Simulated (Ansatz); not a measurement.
# MgO (Fm-3m) in Ansatz: notebook, part 2 of 2

Ansatz 0.2.0. The steps go on from the part before.

### Step 3. Band structure, BLYP+D3(BJ)

The input, input.yaml:

```yaml
crystal:
  lattice:
    - [2.96560781, 0.0, 0.0]
    - [1.482803905, 2.5682917011, 0.0]
    - [1.482803905, 0.8560972337, 2.4214086372]
  atoms:
    - { symbol: Mg, position: [0.0, 0.0, 0.0] }
    - { symbol: O, position: [0.5, 0.5, 0.5] }
hamiltonian:
  xc: blyp
  pseudopotentials: { kind: nc, accuracy: standard, xc_functional: lda }
  dispersion: d3bj
kpoints:
  mp_grid: { grid: [11, 11, 11] }
  band_path:
    path:
      - [[0.0, 0.0, 0.0], [0.5, 0.0, 0.5], [0.5, 0.25, 0.75], [0.375, 0.375, 0.75], [0.0, 0.0, 0.0], [0.5, 0.5, 0.5], [0.625, 0.25, 0.625], [0.5, 0.25, 0.75], [0.5, 0.5, 0.5], [0.375, 0.375, 0.75]]
      - [[0.625, 0.25, 0.625], [0.5, 0.0, 0.5]]
    npoints: 14
scf:
  occupations: { method: methfessel_paxton, width: 0.01 }
  n_extra_bands: 6
output:
  forces: true
  stress: true
  eigenvalues: true
  fatbands: false
  write_density: true
  write_potential: true
  elf: true
  volumetric_format: npy
```

Potentials or basis: PseudoDojo standard (LDA files).

The run is started by

```bash
ansatz run input.yaml --threads 2 --pin off --max-ram 5120MiB --backend cpu --events-out ev --progress --plain --runs-dir out
```

It took 3.5 s on 2 threads of Arm Neoverse V1, shared host; peak memory 0.34 GiB.

The run converged. Its results:

| Property | Result |
| --- | --- |
| Free energy | -2073.9324 eV |
| Pressure | -3.1 GPa |
| Band gap on the k mesh | 5.33 eV, direct |
| Band gap along the path | 5.33 eV, direct |

Levels at the corners of the path, in eV from the valence-band top:
```tsv
point	band 5	band 6	band 7	band 8	band 9	band 10	band 11	band 12
Γ	-16.95	0.00	0.00	0.00	5.33	16.27	16.27	16.27
X	-15.36	-3.98	-1.33	-1.33	9.68	10.35	13.46	19.25
W	-15.30	-2.87	-2.87	-1.73	12.08	12.08	12.47	15.89
K	-15.34	-3.40	-2.64	-1.12	10.58	12.10	12.92	18.39
Γ	-16.95	0.00	0.00	0.00	5.33	16.27	16.27	16.27
L	-15.60	-4.51	-0.64	-0.64	8.41	12.96	16.59	16.59
U	-15.34	-3.40	-2.64	-1.12	10.58	12.10	12.92	18.39
W	-15.30	-2.87	-2.87	-1.73	12.08	12.08	12.47	15.89
L	-15.60	-4.51	-0.64	-0.64	8.41	12.96	16.59	16.59
K	-15.34	-3.40	-2.64	-1.12	10.58	12.10	12.92	18.39
U	-15.34	-3.40	-2.64	-1.12	10.58	12.10	12.92	18.39
X	-15.36	-3.98	-1.33	-1.33	9.68	10.35	13.46	19.25
```

Caveat: the potentials were made for another functional, which shifts forces and pressure.

### Step 4. Band structure, r2SCAN+rVV10 (volume scaled by 0.8)

The input, run.py:

```python
import json

import ase.io
import numpy as np
import spglib

import ansatz as az

atoms = ase.io.read("MgO.cif")
cell, frac, numbers = spglib.find_primitive((atoms.cell[:], atoms.get_scaled_positions(), atoms.numbers), symprec=1e-5)
atoms = ase.Atoms(numbers, cell=cell, scaled_positions=frac, pbc=True)

calculation = (
    az.Crystal.from_ase(atoms)
    .calculation()
    .kpoints(12, 12, 12)
    .functional("r2scan", dispersion="rvv10")
    .pseudopotentials(kind="paw", source="ansatz")
    .scf(extra_bands=6)
    .occupations(method="fermi_dirac", width=0.005)
    .band_structure(path=(((0.0, 0.0, 0.0), (0.5, 0.0, 0.5), (0.5, 0.25, 0.75), (0.375, 0.375, 0.75), (0.0, 0.0,
        0.0), (0.5, 0.5, 0.5), (0.625, 0.25, 0.625), (0.5, 0.25, 0.75), (0.5, 0.5, 0.5), (0.375, 0.375, 0.75)),
        ((0.625, 0.25, 0.625), (0.5, 0.0, 0.5))), intervals=14)
    .density()
    .potential()
    .output_files(volumetric_format="npy")
    .fat_bands()
    .electron_localization_function()
    .forces()
    .stress()
    .band_table(publish=True)
)
outcome = calculation.run(threads=2, events_out="events.jsonl")

report = outcome.report
for line in open("events.jsonl"):
    event = json.loads(line)
    if event["event"] == "scf_iter":
        d = event["data"]
        print(f"SCF {d['iter']:3d}  HF = {d['harris_foulkes_ev']:.6f} eV  dr2 = {d['dr2_ev']:.2e} eV")
    elif event["event"] in ("relax_step", "md_step"):
        d = event["data"]
        print(f"{event['event']} {d['step']:3d}  E = {d['lagrangian_ev']:.6f} eV")
np.set_printoptions(precision=5, suppress=True, linewidth=110)
print("converged:", report["converged"], "after", report["n_iterations"], "iterations")
print(f"free energy {report['free_energy_ev']:.6f} eV, Fermi level {report['fermi_energy_ev']:.4f} eV")
for key in ("band_edges_ev", "magnetization_mub", "site_moments_mub", "site_moments_nc_mub", "forces_ev_ang",
                "stress_gpa", "kpoints_frac", "eigenvalues_ev"):
    if report.get(key) is not None:
        print(key, np.array(report[key]), sep="\n")
```

The input, MgO.cif:

```cif
data_MgO
_cell_length_a 3.89336730
_cell_length_b 3.89336730
_cell_length_c 3.89336730
_cell_angle_alpha 90.00000000
_cell_angle_beta 90.00000000
_cell_angle_gamma 90.00000000
_space_group_name_H-M_alt 'Fm-3m'
_space_group_name_Hall '-F 4 2 3'
_space_group_IT_number 225
loop_
_space_group_symop_operation_xyz
'x,y,z'
'-x,-y,-z'
'-y,x,z'
'y,-x,-z'
'-x,-y,z'
'x,y,-z'
'y,-x,z'
'-y,x,-z'
'x,-y,-z'
'-x,y,z'
'-y,-x,-z'
'y,x,z'
'-x,y,-z'
'x,-y,z'
'y,x,-z'
'-y,-x,z'
'z,x,y'
'-z,-x,-y'
'z,-y,x'
'-z,y,-x'
'z,-x,-y'
'-z,x,y'
'z,y,-x'
'-z,-y,x'
'-z,x,-y'
'z,-x,y'
'-z,-y,-x'
'z,y,x'
'-z,-x,y'
'z,x,-y'
'-z,y,x'
'z,-y,-x'
'y,z,x'
'-y,-z,-x'
'x,z,-y'
'-x,-z,y'
'-y,z,-x'
'y,-z,x'
'-x,z,y'
'x,-z,-y'
'-y,-z,x'
'y,z,-x'
'-x,-z,-y'
'x,z,y'
'y,-z,-x'
'-y,z,x'
'x,-z,y'
'-x,z,-y'
'x,y+1/2,z+1/2'
'-x,-y+1/2,-z+1/2'
'-y,x+1/2,z+1/2'
'y,-x+1/2,-z+1/2'
[... 63 lines left out ...]
'-z+1/2,y,-x+1/2'
'z+1/2,-x,-y+1/2'
'-z+1/2,x,y+1/2'
'z+1/2,y,-x+1/2'
'-z+1/2,-y,x+1/2'
'-z+1/2,x,-y+1/2'
'z+1/2,-x,y+1/2'
'-z+1/2,-y,-x+1/2'
'z+1/2,y,x+1/2'
'-z+1/2,-x,y+1/2'
'z+1/2,x,-y+1/2'
'-z+1/2,y,x+1/2'
'z+1/2,-y,-x+1/2'
'y+1/2,z,x+1/2'
'-y+1/2,-z,-x+1/2'
'x+1/2,z,-y+1/2'
'-x+1/2,-z,y+1/2'
'-y+1/2,z,-x+1/2'
'y+1/2,-z,x+1/2'
'-x+1/2,z,y+1/2'
'x+1/2,-z,-y+1/2'
'-y+1/2,-z,x+1/2'
'y+1/2,z,-x+1/2'
'-x+1/2,-z,-y+1/2'
'x+1/2,z,y+1/2'
'y+1/2,-z,-x+1/2'
'-y+1/2,z,x+1/2'
'x+1/2,-z,y+1/2'
'-x+1/2,z,-y+1/2'
'x+1/2,y+1/2,z'
'-x+1/2,-y+1/2,-z'
'-y+1/2,x+1/2,z'
'y+1/2,-x+1/2,-z'
'-x+1/2,-y+1/2,z'
'x+1/2,y+1/2,-z'
'y+1/2,-x+1/2,z'
'-y+1/2,x+1/2,-z'
'x+1/2,-y+1/2,-z'
'-x+1/2,y+1/2,z'
'-y+1/2,-x+1/2,-z'
'y+1/2,x+1/2,z'
'-x+1/2,y+1/2,-z'
'x+1/2,-y+1/2,z'
'y+1/2,x+1/2,-z'
'-y+1/2,-x+1/2,z'
'z+1/2,x+1/2,y'
'-z+1/2,-x+1/2,-y'
'z+1/2,-y+1/2,x'
'-z+1/2,y+1/2,-x'
'z+1/2,-x+1/2,-y'
'-z+1/2,x+1/2,y'
'z+1/2,y+1/2,-x'
'-z+1/2,-y+1/2,x'
'-z+1/2,x+1/2,-y'
'z+1/2,-x+1/2,y'
'-z+1/2,-y+1/2,-x'
'z+1/2,y+1/2,x'
'-z+1/2,-x+1/2,y'
'z+1/2,x+1/2,-y'
'-z+1/2,y+1/2,x'
'z+1/2,-y+1/2,-x'
'y+1/2,z+1/2,x'
'-y+1/2,-z+1/2,-x'
'x+1/2,z+1/2,-y'
'-x+1/2,-z+1/2,y'
'-y+1/2,z+1/2,-x'
'y+1/2,-z+1/2,x'
'-x+1/2,z+1/2,y'
'x+1/2,-z+1/2,-y'
'-y+1/2,-z+1/2,x'
'y+1/2,z+1/2,-x'
'-x+1/2,-z+1/2,-y'
'x+1/2,z+1/2,y'
'y+1/2,-z+1/2,-x'
'-y+1/2,z+1/2,x'
'x+1/2,-z+1/2,y'
'-x+1/2,z+1/2,-y'
loop_
_atom_site_label
_atom_site_type_symbol
_atom_site_symmetry_multiplicity
_atom_site_Wyckoff_symbol
_atom_site_fract_x
_atom_site_fract_y
_atom_site_fract_z
_atom_site_occupancy
Mg1 Mg 4 a 0.0000000000 0.0000000000 0.0000000000 1
O1 O 4 b 0.5000000000 0.0000000000 0.0000000000 1
```

Potentials or basis: Ansatz PAW earlier set.

The run is started by

```bash
python run.py
```

Run time: 8.5 s. Hardware: 2 threads of Arm Neoverse V1, shared host; peak memory 0.67 GiB.

It converged, with:

```
Free energy             : -2497.1299 eV
Pressure                : 60.1 GPa
Band gap on the k mesh  : 8.35 eV, direct
Band gap along the path : 8.35 eV, direct
```

Levels at the corners of the path, in eV from the valence-band top:
```
point  band 4  band 5  band 6  band 7  band 8  band 9  band 10  band 11  band 12  band 13
    Γ  -39.32  -19.58    0.00    0.00    0.00    8.35    18.20    18.20    18.20    23.02
    X  -39.39  -17.33   -5.13   -1.73   -1.73   10.23    14.02    17.15    24.49    24.49
    W  -39.40  -17.20   -3.77   -3.77   -2.28   14.38    14.38    16.62    20.28    26.99
    K  -39.37  -17.25   -4.42   -3.44   -1.53   12.18    16.05    16.08    23.13    23.26
    Γ  -39.32  -19.58    0.00    0.00    0.00    8.35    18.20    18.20    18.20    23.02
    L  -39.34  -17.55   -5.79   -1.00   -1.00   10.46    16.75    20.09    20.09    26.53
    U  -39.37  -17.25   -4.42   -3.44   -1.53   12.18    16.05    16.08    23.13    23.26
    W  -39.40  -17.20   -3.77   -3.77   -2.28   14.38    14.38    16.62    20.28    26.99
    L  -39.34  -17.55   -5.79   -1.00   -1.00   10.46    16.75    20.09    20.09    26.53
    K  -39.37  -17.25   -4.42   -3.44   -1.53   12.18    16.05    16.08    23.13    23.26
    U  -39.37  -17.25   -4.42   -3.44   -1.53   12.18    16.05    16.08    23.13    23.26
    X  -39.39  -17.33   -5.13   -1.73   -1.73   10.23    14.02    17.15    24.49    24.49
```

Caveat: the PAW data sets were made with another functional, which shifts forces and pressure a little.

### Step 5. The runs side by side

```csv
level,potentials or basis,cell,k mesh,cutoff (eV),smearing,driver,other keys,gap on the mesh (eV),pressure (GPa)
BLYP+D3(BJ),PseudoDojo LDA,as given,11 × 11 × 11,1143,methfessel-paxton 0.01 eV,chain,-,5.33,-3.1
BLYP+D3(BJ),PseudoDojo standard (LDA files),as given,11 × 11 × 11,1143,methfessel-paxton 0.01 eV,-,-,5.33,-3.1
r2SCAN+rVV10,Ansatz PAW earlier set,volume scaled by 0.8,12 × 12 × 12,1050,fermi-dirac 0.005 eV,chain,scf.occupations.method = fermi_dirac; scf.occupations.width = 0.005,8.35,60.1
```

Alike in all rows: task band structure; no spin polarisation.

Caveats: the potentials were made for another functional, which shifts forces and pressure (some runs); the PAW data sets were made with another functional, which shifts forces and pressure a little (some runs).

Absolute energies hang on the potentials; compare differences alone.

### Step 6. How close it comes

Step 2. A measured gap of MgO is 7.83 eV (quoted in “Electronic structure of alkaline earth and post-transition metal oxides”, 2009, arxiv:0908.1581); the calculated 5.33 eV misses it by -2.50 eV. The value is that of BLYP+D3(BJ), without temperature or zero-point motion. Semilocal functionals fall short of measured gaps as a rule. The cell is a database's relaxed one, not the measured one, which moves gaps too.

Step 3. Against the measured gap of MgO, 7.83 eV (quoted in “Electronic structure of alkaline earth and post-transition metal oxides”, 2009, arxiv:0908.1581), the calculated 5.33 eV is off by -2.50 eV. The value is that of BLYP+D3(BJ), without temperature or zero-point motion. Semilocal functionals fall short of measured gaps as a rule. The cell is a database's relaxed one, not the measured one, which moves gaps too.
